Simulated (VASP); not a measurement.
# Ga (Cmcm) in VASP: further runs, part 2 of 2

VASP 6.6.1. The steps go on from the part before.

## (4) Single point, PBEsol

INCAR reads:

```
SYSTEM = Ga
PREC = Accurate
ENCUT = 520
EDIFF = 1E-7
ISMEAR = -1
SIGMA = 0.05
LREAL = .False.
LASPH = .True.
NELM = 60
ALGO = Normal
ISIF = 2
LWAVE = .False.
LCHARG = .True.
GGA = PS
LELF = .True.
LVHAR = .True.
NBANDS = 20
```

KPOINTS reads:

```
Automatic mesh
0
Gamma
  10 10 8
  0 0 0
```

POSCAR reads:

```
Ga
1.0
    1.4500000000     -4.0650000000      0.0000000000
    1.4500000000      4.0650000000      0.0000000000
    0.0000000000      0.0000000000      3.1700000000
Ga
2
Direct
    0.1330000000      0.8670000000      0.7500000000
    0.8670000000      0.1330000000      0.2500000000
```

On the command line:

```sh
$ cat potpaw_PBE.64/Ga_d/POTCAR > POTCAR
$ mpirun -np 1 vasp_std > vasp.out
```

It took 47 s on 1 thread of AMD EPYC 9R45 (Zen 5), shared host; peak memory 0.2 GiB.

The run converged. Its results:

```
Free energy            : -6.6807 eV
Pressure               : -2.0 GPa
Largest force          : 0.210 eV/Å
Band gap on the k mesh : none (metal or under the smearing width)
```

Forces on the atoms (eV/Å):
```
Ga   0.000 -0.210  0.000
Ga   0.000  0.210  0.000
```

Stress tensor (GPa, compression positive):
```
-3.61  0.00  0.00
 0.00 -1.65  0.00
 0.00  0.00 -0.70
```

Levels at points of the mesh, in eV from the Fermi level:
| k point | band 10 | band 11 | band 12 | band 13 | band 14 | band 15 | band 16 | band 17 |
| --- | --- | --- | --- | --- | --- | --- | --- | --- |
| (0.00, 0.00, 0.00) | -14.56 | -11.20 | -2.22 | -1.53 | 2.94 | 6.63 | 7.87 | 8.80 |
| (0.50, 0.00, 0.00) | -14.61 | -6.65 | -5.37 | -1.71 | -0.39 | 6.54 | 6.77 | 8.95 |
| (0.50, 0.50, 0.00) | -14.63 | -9.17 | -8.54 | 5.18 | 5.83 | 5.90 | 7.13 | 7.24 |
| (0.00, 0.00, 0.50) | -14.64 | -7.37 | -7.37 | 1.91 | 1.91 | 2.54 | 2.54 | 10.39 |
| (0.50, 0.00, 0.50) | -14.61 | -3.00 | -3.00 | -1.55 | -1.55 | 1.91 | 1.91 | 4.28 |
| (0.50, 0.50, 0.50) | -14.69 | -5.54 | -5.54 | -4.20 | -4.20 | 9.63 | 9.63 | 11.46 |

Caveat: the PAW data sets were made with another functional, which shifts forces and pressure a little.

## (5) Single point, PBEsol (atoms moved at random, drawn with an rms of 0.05 Å)

INCAR is that of step 4.

KPOINTS is that of step 4.

POSCAR reads:

```
Ga
1.0
    1.4500000000     -4.0650000000      0.0000000000
    1.4500000000      4.0650000000      0.0000000000
    0.0000000000      0.0000000000      3.1700000000
Ga
2
Direct
    0.1426510000      0.8836200000      0.7521610000
    0.8630400000      0.1461870000      0.2619770000
```

Potentials or basis: VASP PAW PBE potentials, release 64 (Ga_d).

On the command line:

```sh
$ cat potpaw_PBE.64/Ga_d/POTCAR > POTCAR
$ mpirun -np 1 vasp_std > vasp.out
```

OUTCAR:

```text
SYSTEM = Ga
   PREC = Accurate
   ENCUT = 520
   EDIFF = 1E-7
   ISMEAR = -1
   LREAL = .False.
   LASPH = .True.
   NELM = 60
   ISIF = 2
   GGA = PS

 ion  position               nearest neighbor table
   1  0.143  0.884  0.752-   2 2.70   2 2.73   2 2.81   2 2.84   2 2.85   2 2.87
   2  0.863  0.146  0.262-   1 2.70   1 2.73   1 2.81   1 2.84   1 2.85   1 2.87

  LATTYP: Found a base centered orthorhombic cell.
 ALAT       =     2.9000000000
 B/A-ratio  =     2.8034482759
 C/A-ratio  =     1.0931034483

  Lattice vectors:

 A1 = (   1.4500000000,  -4.0650000000,   0.0000000000)
 A2 = (   1.4500000000,   4.0650000000,   0.0000000000)
 A3 = (   0.0000000000,   0.0000000000,   3.1700000000)

Analysis of symmetry for initial positions (statically):
=====================================================================
 Subroutine PRICEL returns:
 Original cell was already a primitive cell.

 Routine SETGRP: Setting up the symmetry group for a
 base centered orthorhombic supercell.

 Subroutine GETGRP returns: Found  2 space group operations
 (whereof  1 operations were pure point group operations)
 out of a pool of  8 trial point group operations.

The static configuration has the point symmetry C_1 .
 The point group associated with its full space group is S_2 .

Analysis of symmetry for dynamics (positions and initial velocities):
=====================================================================
 Subroutine PRICEL returns:
 Original cell was already a primitive cell.

 Routine SETGRP: Setting up the symmetry group for a
 base centered orthorhombic supercell.

 Subroutine GETGRP returns: Found  2 space group operations
 (whereof  1 operations were pure point group operations)
 out of a pool of  8 trial point group operations.
[... 113 lines left out ...]
   NELECT =      26.0000    total number of electrons
   NUPDOWN=      -1.0000    fix difference up-down
   EMIN   =  10.00;   EMAX   =-10.00  energy-range for DOS
   EFERMI =   0.00;   METHOD = LEGACY
   ISMEAR =    -1;   SIGMA  =   0.05  broadening in eV -4-tet -1-fermi 0-gaus
   EFERMI_NEDOS =   21; number of points for ismear=-14 and -15
   IALGO  =     38    algorithm
   IMIX   =      4    mixing-type and parameters
     AMIX     =   0.40;   BMIX     =  1.00
     AMIX_MAG =   1.60;   BMIX_MAG =  1.00
  volume/ion in A,a.u.               =      18.68       126.09
  Fermi-wavevector in a.u.,A,eV,Ry     =   1.450641  2.741314 28.631555  2.104360
  Thomas-Fermi vector in A             =   2.568230
   LORBIT       =      0    0 simple, 1 ext, 2 COOP (PROOUT), +10 PAW based schemes
   GGA     = PS    functional components
   LHFCALC =     F    Hartree Fock is set to
   AEXX    =    0.0000 exact exchange contribution
   IVDW    =     0    specifies the selected vdW correction
   LEPSILON=     F    determine dielectric tensor
   LRPA    =     F    only Hartree local field effects (RPA)
 non-spin polarized calculation
  energy-cutoff  :      520.00
  volume of cell :       37.37
 maximum number of plane-waves:      1024
   NGX = 17   NGY = 17   NGZ = 11

 number of electron      26.0000000 magnetization

 Free energy of the ion-electron system (eV)
  ---------------------------------------------------
  ext. energy  EPLUGINS =         0.00000000
  ---------------------------------------------------
  free energy    TOTEN  =        -6.68465662 eV

  energy without entropy =       -6.68126121  energy(sigma->0) =       -6.68295891

 E-fermi :   5.4391     XC(G=0): -11.1552

 val. band max:        5.4296812357   @ k =  -0.1000  -0.2000  -0.1250
 cond. band min:       5.4863372460   @ k =  -0.1000   0.1000   0.0000
 fundamental gap:      0.0566560103
 Fermi energy:         5.4390962194

 k-point     1 :       0.0000    0.0000    0.0000
  band No.  band energies     occupation
      1      -9.6377      2.00000
      2      -9.6039      2.00000
      3      -9.5414      2.00000
      4      -9.5330      2.00000
      5      -9.3522      2.00000
      6      -9.3298      2.00000
[... 541 lines left out ...]
     19      16.8718      0.00000
     20      20.5939      0.00000

 [... further k-points ...]

------------------------ aborting loop because EDIFF is reached ----------------------------------------

  FORCE on cell =-STRESS in cart. coord.  units (eV):
  Direction    XX          YY          ZZ          XY          YZ          ZX
  --------------------------------------------------------------------------------------
  -------------------------------------------------------------------------------------
  Total       -0.7224733     -0.4520800     -0.2158598     -0.0116558     -0.0001034     -0.0029761
  in kB      -30.9752329    -19.3824241     -9.2547452     -0.4997309     -0.0044338     -0.1275974
  external PRESSURE =     -19.8708007 kB  Pullay stress =       0.0000000 kB

 VOLUME and BASIS-vectors are now :
 -----------------------------------------------------------------------------
  energy-cutoff  :      520.00
  volume of cell :       37.37
      direct lattice vectors                 reciprocal lattice vectors
     1.450000000 -4.065000000  0.000000000     0.344827586 -0.123001230  0.000000000
     1.450000000  4.065000000  0.000000000     0.344827586  0.123001230  0.000000000
     0.000000000  0.000000000  3.170000000     0.000000000  0.000000000  0.315457413

 POSITION                                       TOTAL-FORCE (eV/Angst)
 -----------------------------------------------------------------------------------
      1.48809      3.01204      2.38435        -0.008664     -0.024759      0.050905
      1.46338     -2.91401      0.83047         0.008664      0.024759     -0.050905
 -----------------------------------------------------------------------------------
    total drift:                                0.000031      0.000053     -0.000003

  FREE ENERGIE OF THE ION-ELECTRON SYSTEM (eV)
  ---------------------------------------------------
  free  energy   TOTEN  =        -6.6846566156 eV

  energy  without entropy=       -6.6812612129  energy(sigma->0) =       -6.68295891
```

stdout:

```text
POSCAR found type information on POSCAR Ga
 POSCAR found :  1 types and       2 ions
 scaLAPACK will be used
 -----------------------------------------------------------------------------
|                                                                             |
|                                                                             |
|     You enforced a specific xc type in the INCAR file but a different       |
|     I HOPE YOU KNOW WHAT YOU ARE DOING!                                     |
|                                                                             |
 -----------------------------------------------------------------------------

 LDA part: xc-table for (Slater+PW92), standard interpolation
 POSCAR, INCAR and KPOINTS ok, starting setup
 FFT: planning ... GRIDC
 FFT: planning ... GRID_SOFT
 FFT: planning ... GRID
 WAVECAR not read
 entering main loop
```

Run time: 2 min. Hardware: 1 thread of AMD EPYC 9R45 (Zen 5), shared host; peak memory 0.32 GiB.

Results:

* Free energy: -6.6847 eV
* Pressure: -2.0 GPa
* Largest force: 0.057 eV/Å
* Band gap on the k mesh: none (metal or under the smearing width)

Forces in eV/Å, atoms in the order of the input:
```
Ga  -0.009 -0.025  0.051
Ga   0.009  0.025 -0.051
```

Levels at points of the mesh, in eV from the Fermi level:
```csv
k point,band 11,band 12,band 13,band 14,band 15,band 16
"(0.00, 0.00, 0.00)",-11.21,-2.19,-1.53,2.93,6.60,7.73
"(0.50, 0.00, 0.00)",-6.60,-5.48,-1.73,-0.31,6.67,6.88
"(0.00, 0.50, 0.00)",-6.64,-5.40,-1.76,-0.32,6.59,6.80
"(0.50, 0.50, 0.00)",-9.29,-8.40,5.03,5.81,6.05,7.16
"(0.00, 0.00, 0.50)",-7.44,-7.30,1.78,1.93,2.63,2.64
"(0.50, 0.00, 0.50)",-3.01,-2.88,-1.72,-1.57,1.88,1.99
"(0.00, 0.50, 0.50)",-3.05,-2.93,-1.65,-1.50,1.92,2.04
"(0.50, 0.50, 0.50)",-5.65,-5.56,-4.17,-4.08,9.52,9.72
```

Caveat: the PAW data sets were made with another functional, which shifts forces and pressure a little.

## (6) Overview

| level | cell | ladder | gap on the mesh (eV) | pressure (GPa) | largest force (eV/Å) |
| --- | --- | --- | --- | --- | --- |
| PBE | as given | - | none | 1.5 | 0.21 |
| PBE | atoms moved at random, drawn with an rms of 0.05 Å | - | none | 1.5 | 0.06 |
| PBEsol | as given | free | none | -2.0 | 0.21 |
| PBEsol | atoms moved at random, drawn with an rms of 0.05 Å | free | none | -2.0 | 0.06 |

Alike in all rows: task single point; potentials or basis VASP PAW PBE potentials, release 64 (Ga_d); no spin polarisation; k mesh 10 × 10 × 8; cutoff (eV) 520; smearing fermi-dirac 0.05 eV.

Caveats: the PAW data sets were made with another functional, which shifts forces and pressure a little (some runs).

Total energies depend on the potentials used, so only differences within one code and one set of settings carry meaning.
